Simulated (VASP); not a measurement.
**In: single point with PBE**

The system is In, a slab with vacuum.

```
In
1.0
     3.33927    0.00000    0.00000
    -1.66964    2.89190    0.00000
     0.00000    0.00000   25.93174
In
5
Direct
  0.66667 0.33333 0.28922
  0.00000 0.00000 0.39428
  0.66667 0.33333 0.50000
  0.33333 0.66667 0.60572
  0.66667 0.33333 0.71078
```

The slab is cut from a database's or a generator's crystal, which needn't be the stable form of the element.

The cell isn't the ideal one: the (0 0 1) slab of In, cut from the database cell, not relaxed.

| Quantity | Value |
| --- | --- |
| Program | VASP 6.6.1 |
| Task | single point |
| Functional | PBE |
| Potentials or basis | VASP PAW PBE potentials, release 64 (In_d) |
| Cutoff | 520 eV |
| k mesh | 9 × 9 × 1 |
| Occupations | fermi-dirac, width 0.05 eV |
| Spin | no spin polarisation |

```json
{"Largest force": "0.183 eV/Å", "Band gap on the k mesh": "none (metal or under the smearing width)"}
```

Forces in eV/Å, atoms in the order of the input:
```
In   0.000  0.000 -0.183
In   0.000  0.000  0.089
In   0.000  0.000  0.000
In   0.000  0.000 -0.089
In   0.000  0.000  0.183
```

Levels at points of the mesh, in eV from the Fermi level:
```csv
k point,band 30,band 31,band 32,band 33,band 34,band 35
"(0.00, 0.00, 0.00)",-5.19,-2.62,-0.74,1.41,3.04,3.90
```

Wall time 2.5 min on 1 thread of Intel(R) Xeon(R) 6975P-C (Granite Rapids), with other jobs on the host, peak memory 0.4 GiB.
